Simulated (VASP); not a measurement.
A run of VASP 6.6.1 is set up as follows.

File INCAR:

```
PREC = Accurate
ENCUT = 520
EDIFF = 1E-7
ISMEAR = 0
SIGMA = 0.02
LREAL = False
LASPH = True
NELM = 60
ALGO = Fast
ISIF = 3
LWAVE = False
LCHARG = False
GGA = PE
IBRION = 2
NSW = 80
EDIFFG = -0.002
KPAR = 4
```

Contents of KPOINTS:

```
Automatic mesh
0
Gamma
  8 8 8
```

Contents of POSCAR:

```
CdTe
1.0
    0.0000000000      3.2050000000      3.2050000000
    3.2050000000      0.0000000000      3.2050000000
    3.2050000000      3.2050000000      0.0000000000
Cd Te
1 1
Direct
    0.0000000000      0.0000000000      0.0000000000
    0.2500000000      0.2500000000      0.2500000000
```

Potentials or basis: VASP PAW PBE potentials, release 64 (Cd, Te).

Launch:

```console
$ cat potpaw_PBE.64/Cd/POTCAR potpaw_PBE.64/Te/POTCAR > POTCAR
$ mpirun -np 4 vasp_std > vasp.out
```

(1) What does it give for the relaxed volume?

(2) What does it give for the relaxed cell?

(3) What does it give for the band gap on the k mesh?

Results:

(1) 36.31 Å³/atom.

(2) a = 4.683 Å, b = 4.683 Å, c = 4.683 Å, α = 60.00°, β = 60.00°, γ = 60.00°.

(3) 0.58 eV, direct.

Caveat: spin-orbit coupling is left out, which moves the levels of the heavy elements; the volume moved by +10 % from the deposited cell, more than functionals usually miss.
